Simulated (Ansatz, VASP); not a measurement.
One calculation of Cu, two programs

```
Cu
1.0
     1.21846   -3.97638    0.00000
     1.21846    3.97638    0.00000
     0.00000    0.00000    2.47550
Cu
2
Direct
  0.13387 0.86613 0.25000
  0.86613 0.13387 0.75000
```

This isn't the form of Cu at room conditions, which is fcc.

Alike in both runs: task relaxation of cell and atoms; functional PBEsol; dispersion D3(BJ); k mesh 14 × 14 × 13; occupations methfessel-paxton of order 1, width 0.1 eV; no spin polarisation.

```csv
,VASP,Ansatz
version,VASP 6.6.1,Ansatz 0.2.0
potentials or method,"VASP PAW PBE potentials, release 64 (Cu)","plane waves, PAW"
plane-wave cutoff (eV),600,420
valence electrons in the cell,22,38
```

Ansatz gave:

- relaxed volume (Å³/atom): 11.34
- relaxed cell length with the largest relative difference (Å): 2.437
- energy change over the relaxation (meV/atom): -18

Estimate VASP's values.

relaxed volume (Å³/atom): 11.38; relaxed cell length with the largest relative difference (Å): 2.441; energy change over the relaxation (meV/atom): -16.

The two sets of potentials don't hold the same shells in valence.

Caveats: the PAW data sets were made with another functional, which shifts forces and pressure a little (VASP); pairwise dispersion overbinds metals, which lowers pressure and volume.
